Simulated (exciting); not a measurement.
**ZrS: band structure with LDA**

The system is ZrS.

```
Zr S
1.0
     0.00000    2.62500    2.62500
     2.62500    0.00000    2.62500
     2.62500    2.62500    0.00000
Zr S
1 1
Cartesian
  0.0000 0.0000 0.0000
  2.6250 2.6250 2.6250
```

* Program: exciting (release sodium)
* Task: band structure
* Functional: LDA
* Potentials or basis: all-electron LAPW+lo, shipped species files, valence relativity iora*
* rgkmax: 7.5
* k mesh: 9 × 9 × 9
* Occupations: fermi-dirac, width 0.05 eV
* Spin: no spin polarisation
* outputlevel: low
* gmaxvr (cutoff of density and potential): 14 1/bohr
* lmaxapw (and lmaxmat): 10
* lmaxvr: 8
* nempty: 14
* Valence relativity: iora*
* epsengy: 1e-05 Ha
* epspot: 1e-05 Ha
* maxscl: 60
* Muffin-tin radii: Zr 2.3, S 1.9 bohr

```json
{"Band gap on the k mesh": "none (metal or under the smearing width)"}
```

Levels at the corners of the path, in eV from the Fermi level:
| point | band 7 | band 8 | band 9 | band 10 | band 11 | band 12 |
| --- | --- | --- | --- | --- | --- | --- |
| Γ | -3.43 | -3.43 | -1.30 | -1.30 | -1.30 | -0.64 |
| X | -4.36 | -4.36 | -3.37 | 0.54 | 2.40 | 2.40 |
| W | -5.81 | -5.81 | 0.08 | 0.08 | 1.78 | 2.37 |
| K | -6.02 | -5.19 | -1.41 | 1.81 | 2.02 | 2.44 |
| Γ | -3.43 | -3.43 | -1.30 | -1.30 | -1.30 | -0.64 |
| L | -5.88 | -5.88 | 1.50 | 1.50 | 1.81 | 1.99 |
| U | -6.02 | -5.19 | -1.41 | 1.81 | 2.02 | 2.44 |
| W | -5.81 | -5.81 | 0.08 | 0.08 | 1.78 | 2.37 |
| L | -5.88 | -5.88 | 1.50 | 1.50 | 1.81 | 1.99 |
| K | -6.02 | -5.19 | -1.41 | 1.81 | 2.02 | 2.44 |
| U | -6.02 | -5.19 | -1.41 | 1.81 | 2.02 | 2.44 |
| X | -4.36 | -4.36 | -3.37 | 0.54 | 2.40 | 2.40 |

Wall time 50 s on 1 thread of Arm Neoverse V2 (shared host), peak memory 0.13 GiB.

Caveat: the log's total energy holds no entropy term; the free energy is that total less TS from the occupations.
